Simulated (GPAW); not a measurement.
TaN:

```
Ta N
1.0
     2.93800    0.00000    0.00000
    -1.46900    2.54438    0.00000
     0.00000    0.00000    2.88300
Ta N
1 1
Direct
  0.00000 0.00000 0.50000
  0.66667 0.33333 0.00000
```

```yaml
Program: GPAW 26.7.0
Task: relaxation of cell and atoms
Functional: PBEsol
Dispersion: D3(BJ)+ATM
Potentials_or_basis: PAW data sets generated in the run's folder for this functional
Cutoff: 800 eV
Basis: pw
k_mesh: 9 × 9 × 8
Occupations: fermi-dirac, width 0.05 eV
Spin: no spin polarisation
```

At the start: pressure -10.4 GPa; volume 10.78 Å³/atom.

Question: How do energy, volume and symmetry change on relaxing?

Answer: Over 5 steps the energy falls by 9.2 meV/atom and the volume is 10.47 Å³/atom (-2.9 %); space group P-6m2 (No. 187, to 0.05 Å).

The path:
```
step  energy change (eV)  largest force (eV/Å)  pressure (GPa)  volume (Å³)
   1              0.0000                0.0000          -10.44        21.55
   2             -0.0146                0.0000           -5.23        21.23
   3             -0.0183                0.0000            0.18        20.92
   4             -0.0184                0.0000            0.01        20.93
   5             -0.0185                0.0000           -0.05        20.93
```

Final structure:
```xyz
2
Lattice="2.9078 0.0000 0.0000 -1.4539 2.5182 0.0000 0.0000 0.0000 2.8584" Properties=species:S:1:pos:R:3 pbc="T T T"
Ta    0.0000    0.0000    1.4292
N     1.4539    0.8394    0.0000
```

Caveat: later steps reuse the first step's grids; pairwise dispersion overbinds metals, which lowers pressure and volume.
